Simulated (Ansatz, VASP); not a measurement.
One calculation of PbS (Galena), two programs

```
Pb S
1.0
     0.00000    2.94585    2.94585
     2.94585    0.00000    2.94585
     2.94585    2.94585    0.00000
Pb S
1 1
Direct
  0.00000 0.00000 0.00000
  0.50000 0.50000 0.50000
```

Alike in both runs: task single point; functional LDA; k mesh 8 × 8 × 8; occupations fermi-dirac, width 0.05 eV; non-collinear spin, spin-orbit coupling.

```csv
,VASP,Ansatz
version,VASP 6.6.1,Ansatz 0.2.0
potentials or method,"VASP PAW LDA potentials, release 64 (Pb_d, S)",Ansatz PAW
plane-wave cutoff (eV),520,420
valence electrons in the cell,20,20
```

|  | VASP | Ansatz | Ansatz less VASP |
| --- | --- | --- | --- |
| gap on the k mesh at the Fermi level (eV) | 0.21 | 0.29 | +0.080 |
| least direct gap on the mesh (eV) | 0.21 | 0.29 | +0.080 |
| pressure (GPa) | -1.8 | -2.0 | -0.18 |
| net moment per atom (μB) | 0.00 | 0.00 | 0.000 |

Caveats: the PAW data sets come from PBE, with cores solved anew for the run's functional, which leaves a small shift of forces and pressure (Ansatz).
